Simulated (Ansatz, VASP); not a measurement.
## One calculation of Ta, two programs

```
CELL_PARAMETERS angstrom
0.00000 2.04617 2.04617
2.04617 0.00000 2.04617
2.04617 2.04617 0.00000
ATOMIC_POSITIONS crystal
Ta 0.00000 0.00000 0.00000
```

Alike in both runs: task single point; functional r2SCAN; k mesh 14 × 14 × 14; occupations fermi-dirac, width 0.1 eV; no spin polarisation.

|  | VASP | Ansatz |
| --- | --- | --- |
| version | VASP 6.6.1 | Ansatz 0.2.0 |
| potentials or method | VASP PAW PBE potentials, release 64 (Ta_pv) | plane waves (500 eV) with PAW, scalar-relativistic |
| plane-wave cutoff (eV) | 520 | 500 |
| valence electrons in the cell | 11 | 13 |

VASP gave:

| Quantity | Value |
| --- | --- |
| pressure (GPa) | 20.0 |

Q: What did Ansatz give for the same quantities?

A: Pressure (GPa): 19.3.

The two sets of potentials don't hold the same shells in valence.

Caveats: so large a pressure means that the cell lies far from this level's equilibrium, or that cutoff or potentials fall short (VASP); the potentials were made for another functional, which shifts forces and pressure (VASP). Spin-orbit coupling is left out, which matters for the levels of Ta.
